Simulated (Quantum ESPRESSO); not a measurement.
Runs of Quantum ESPRESSO 7.5 on MgO. Symmetry: P6_3mc, No. 186, hexagonal system. The conventional cell has a = 3.308 Å, b = 3.308 Å, c = 4.983 Å, α = 90.00°, β = 90.00°, γ = 120.00°. Around Mg (site symmetry 3m) lie 4 O at 1.97 to 1.99 Å. O (site symmetry 3m) is surrounded by 4 Mg at 1.97 to 1.99 Å. Measurements of this composition are mostly on another form, of space group No. 225.

```tsv
task	level	potentials or basis	k mesh	cutoff (eV)	form of the LDA correlation	SCF threshold	symmetry	mesh quality	gap on the mesh (eV)	pressure (GPa)	V0 of scaled cells (Å³/atom)	B0 (GPa)
equation of state	LDA	GBRV 1.5 LDA	9 × 9 × 6	612	PZ81	8e-10 Ry	-	not flagged	-	-	11.44	(c)
equation of state	PBEsol	GBRV 1.5 PBEsol	9 × 9 × 6	612	-	8e-10 Ry	-	not flagged	-	-	11.84	(b)
band structure	r2SCAN	SG15 PBE 1.2	7 × 7 × 4	1197	-	1e-08 Ry	off	not flagged	4.07	(a)	-	-
band structure	PBEsol	GBRV 1.5 PBEsol	9 × 9 × 6	612	-	8e-10 Ry	-	not flagged	3.37	0.2	-	-
equation of state	r2SCAN	SG15 PBE 1.2	6 × 6 × 4	1197	-	1e-08 Ry	off	coarse	-	-	11.87	126
```

Alike in all rows: no spin polarisation; cell as given; smearing fermi-dirac 0.05 eV.

**Question.** Fill in the values left out.

**Answer.** (a) 0.5; (b) 121; (c) 131.

Caveats: some runs use coarse meshes; the cell was scaled at fixed shape and fractional positions, which overstates the stiffness of a crystal with free parameters, most of all of layers and chains (some runs); the potentials were made for another functional, which shifts forces and pressure (some runs).

